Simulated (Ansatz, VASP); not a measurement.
**As: VASP beside Ansatz**

File INCAR:

```
SYSTEM = As
  PREC = Accurate
  ENCUT = 520
  EDIFF = 1E-7
  ISMEAR = -1
  SIGMA = 0.05
  LREAL = .False.
  LASPH = .True.
  NELM = 60
  ALGO = Normal
  ISIF = 2
  LWAVE = .False.
  LCHARG = .False.
  GGA = PS
  NBANDS = 12
```

The input KPOINTS:

```
Automatic mesh
0
Gamma
  9 9 9
  0 0 0
```

POSCAR

```
As
1.0
    1.8807968987      1.0858785957      3.5140619945
   -1.8807968987      1.0858785957      3.5140619945
    0.0000000000     -2.1717571915      3.5140619945
As
2
Direct
    0.2260000000      0.2260000000      0.2260000000
    0.7740000000      0.7740000000      0.7740000000
```

File input.yaml:

```yaml
crystal:
  lattice:
    - [1.8807968987, 1.0858785957, 3.5140619945]
    - [-1.8807968987, 1.0858785957, 3.5140619945]
    - [0.0, -2.1717571915, 3.5140619945]
  atoms:
    - { symbol: As, position: [0.226, 0.226, 0.226] }
    - { symbol: As, position: [0.774, 0.774, 0.774] }
hamiltonian:
  xc: pbesol
  pseudopotentials: { kind: paw }
kpoints:
  mp_grid: { grid: [9, 9, 9] }
scf:
  occupations: { method: fermi_dirac, width: 0.05 }
output:
  forces: true
  stress: true
  eigenvalues: true
```

Alike in both runs: task single point; functional PBEsol; k mesh 9 × 9 × 9; occupations fermi-dirac, width 0.05 eV; no spin polarisation.

|  | VASP | Ansatz |
| --- | --- | --- |
| version | VASP 6.6.1 | Ansatz 0.2.0 |
| potentials or method | VASP PAW PBE potentials, release 64 (As) | Ansatz PAW |
| plane-wave cutoff (eV) | 520 | 420 |
| valence electrons in the cell | 10 | 30 |

```tsv
	VASP	Ansatz	Ansatz less VASP
gap on the k mesh at the Fermi level (eV)	none	none	-
pressure (GPa)	0.7	0.3	-0.42
largest component of the traceless stress (GPa)	0.59	0.46	-0.128
rms of the force components (eV/Å)	0.254	0.214	-0.0402
```

Atom by atom the forces differ by 0.040 eV/Å (rms over components). A gap of «none» marks a metal or a gap that the smearing closes. The functional is the same, so the differences come from potentials, cutoffs and numerics. The two sets of potentials don't hold the same shells in valence.

Caveats: the PAW data sets were made with another functional, which shifts forces and pressure a little (VASP); the PAW data sets come from PBE, with cores solved anew for the run's functional, which leaves a small shift of forces and pressure (Ansatz).
